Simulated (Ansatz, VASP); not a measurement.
This is a calculation of ZnSe (Stilleite) for VASP 6.6.1. 

Contents of INCAR:

```
SYSTEM = ZnSe
PREC = Accurate
ENCUT = 520
EDIFF = 1E-6
ISMEAR = 0
SIGMA = 0.011
LREAL = .False.
LASPH = .True.
NELM = 60
ALGO = Normal
ISIF = 2
LWAVE = .False.
LCHARG = .True.
GGA = PE
LELF = .True.
LVHAR = .True.
NBANDS = 16
```

KPOINTS

```
Automatic mesh
0
Gamma
  8 8 8
  0 0 0
```

File POSCAR:

```
ZnSe
1.0
    0.0000000000      2.8338000000      2.8338000000
    2.8338000000      0.0000000000      2.8338000000
    2.8338000000      2.8338000000      0.0000000000
Se Zn
1 1
Direct
    0.7500000000      0.7500000000      0.7500000000
    0.0000000000      0.0000000000      0.0000000000
```

Potentials or basis: VASP PAW PBE potentials, release 64 (Se, Zn).

Launch:

```sh
$ cat potpaw_PBE.64/Se/POTCAR potpaw_PBE.64/Zn/POTCAR > POTCAR
$ mpirun -np 1 vasp_std > vasp.out
```

Question: Translate it to Ansatz 0.2.0. Potentials or basis there: Ansatz PAW, cutoff 420 eV.

Answer: As run (cutoffs and basis follow the program's own potentials, and thresholds, step limits or extra output files can differ):

Contents of input.yaml:

```yaml
crystal:
  lattice:
    - [0.0, 2.8338, 2.8338]
    - [2.8338, 0.0, 2.8338]
    - [2.8338, 2.8338, 0.0]
  atoms:
    - { symbol: Se, position: [0.75, 0.75, 0.75] }
    - { symbol: Zn, position: [0.0, 0.0, 0.0] }
hamiltonian:
  xc: pbe
  pseudopotentials: { kind: paw }
kpoints:
  mp_grid: { grid: [8, 8, 8] }
scf:
  occupations: { method: gaussian, width: 0.011 }
output:
  forces: true
  stress: true
  eigenvalues: true
```

Potentials or basis: Ansatz PAW.

The run is started by

```console
$ ansatz run input.yaml --threads 2 --pin off --max-ram 5632MiB --backend cpu --events-out ev --progress --plain --runs-dir out
```

Both were run:

|  | VASP | Ansatz |
| --- | --- | --- |
| Pressure | 2.3 GPa | 2.1 GPa |

Ansatz's pressure holds a Pulay term of +0.05 GPa for its cutoff of 420 eV, which the other run lacks.

The potentials hold 18 and 28 valence electrons a cell.

Where Ansatz's input types no cutoff or centring, it takes its own default and a Γ-centred mesh.

Pressure is positive in compression.
